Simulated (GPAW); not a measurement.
Set up this calculation in GPAW 26.7.0, as an ASE script.

- Task: single point
- Functional: LDA
- Potentials or basis: the program's PAW data sets (release 1.2.1) made for this functional
- Cutoff: 600 eV
- Basis: pw
- k mesh: 8 × 8 × 8
- Occupations: fermi-dirac, width 0.05 eV
- Spin: no spin polarisation
- Maxiter: 150

The structure of InPd lies in POSCAR:

```
InPd
1.0
    0.0000000000      2.7460700000      2.7460700000
    2.7460700000      0.0000000000      2.7460700000
    2.7460700000      2.7460700000      0.0000000000
In Pd
1 1
Direct
    0.0000000000      0.0000000000      0.0000000000
    0.5000000000      0.5000000000      0.5000000000
```

The cell was built by a generator and needn't be a form met in nature.

One way to write it, as run:

run.py

```python
from ase.dft.bandgap import bandgap
from ase.io import read, write
from ase.units import Bohr, GPa
from gpaw import GPAW, PW
from gpaw.elf import elf_from_dft_calculation

atoms = read('POSCAR')

calc = GPAW(mode=PW(600),
            xc='LDA',
            kpts={'size': (8, 8, 8), 'gamma': True},
            occupations={'name': 'fermi-dirac', 'width': 0.05},
            nbands=26,
            convergence={'density': 1e-05, 'energy': 1e-05},
            maxiter=150,
            txt='gpaw.txt')
atoms.calc = calc
energy = atoms.get_potential_energy()
forces = atoms.get_forces()
stress = atoms.get_stress()
calc.write('gs.gpw')
write('result.traj', atoms)
print(f'Energy: {energy:.6f} eV')
print('Forces (eV/A):')
print(forces.round(4))
print('Stress (GPa):', (stress / GPa).round(3))
print('Fermi level:', round(calc.get_fermi_level(), 4), 'eV')
print(f'Gap: {bandgap(calc)[0]:.4f} eV, direct: {bandgap(calc, direct=True)[0]:.4f} eV')

# fields on the real-space grid
write('density.cube', atoms, data=calc.get_pseudo_density() * Bohr**3)
write('potential.cube', atoms, data=calc.get_electrostatic_potential())
write('elf.cube', atoms, data=elf_from_dft_calculation(calc).data)
```

Potentials or basis: the program's PAW data sets (release 1.2.1) made for this functional, pw.

Launch:

```sh
$ OMP_NUM_THREADS=1 python run.py
```

Results of the run:

| Quantity | Value |
| --- | --- |
| Pressure | -8.5 GPa |
| Band gap on the k mesh | none (metal or under the smearing width) |

Run time: 24 s on 1 thread of Arm Neoverse V2, with other jobs on the host, peak memory 0.17 GiB.
